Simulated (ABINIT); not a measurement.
ZnS:

```
CELL_PARAMETERS angstrom
0.00000 2.70200 2.70200
2.70200 0.00000 2.70200
2.70200 2.70200 0.00000
ATOMIC_POSITIONS crystal
Zn 0.75000 0.75000 0.75000
S 0.00000 0.00000 0.00000
```

- Program: ABINIT 10.8.3 (patched build)
- Task: relaxation of cell and atoms
- Functional: PBE
- Potentials or basis: PseudoDojo NC SR PBE v0.4.1 standard
- Cutoff: 1143 eV
- k mesh: 7 × 7 × 7
- Occupations: fermi-dirac, width 0.05 eV
- Spin: no spin polarisation

At the start: pressure 1.6 GPa; volume 19.73 Å³/atom.

Problem. How do energy, volume and symmetry change on relaxing?

Solution. Over 4 steps the energy falls by 2.1 meV/atom and the volume is 20.16 Å³/atom (+2.2 %); space group F-43m (No. 216, to 0.05 Å).

The path:
```csv
step,energy change (eV),largest force (eV/Å),pressure (GPa),volume (Å³)
1,0.0000,0.0000,1.58,39.45
2,-0.0017,0.0000,1.22,39.64
3,-0.0042,0.0000,0.04,40.30
4,-0.0042,0.0000,0.00,40.32
```

Final structure:
```
CELL_PARAMETERS angstrom
0.00000 2.72157 2.72157
2.72157 0.00000 2.72157
2.72157 2.72157 0.00000
ATOMIC_POSITIONS crystal
Zn 0.75000 0.75000 0.75000
S 0.00000 0.00000 0.00000
```
